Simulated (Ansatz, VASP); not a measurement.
## Two plane-wave programs on AlP

```
Al P
1.0
     0.00000    2.72550    2.72550
     2.72550    0.00000    2.72550
     2.72550    2.72550    0.00000
Al P
1 1
Cartesian
  0.0000 0.0000 0.0000
  4.0882 4.0882 4.0882
```

Alike in both runs: task single point; functional PBE; k mesh 8 × 8 × 8; occupations gaussian, width 0.05 eV; no spin polarisation.

|  | VASP | Ansatz |
| --- | --- | --- |
| version | VASP 6.6.1 | Ansatz 0.2.0 |
| potentials or method | VASP PAW PBE potentials, release 64 (Al, P) | scalar-relativistic, plane waves, PAW |
| plane-wave cutoff (eV) | 520 | 420 |
| valence electrons in the cell | 8 | 8 |

|  | VASP | Ansatz | Ansatz less VASP |
| --- | --- | --- | --- |
| gap on the k mesh at the Fermi level (eV) | 1.57 | 1.57 | +0.002 |
| least direct gap on the mesh (eV) | 3.35 | 3.35 | +0.002 |
| pressure (GPa) | 2.6 | 2.7 | +0.11 |

A k mesh can miss the band edges.
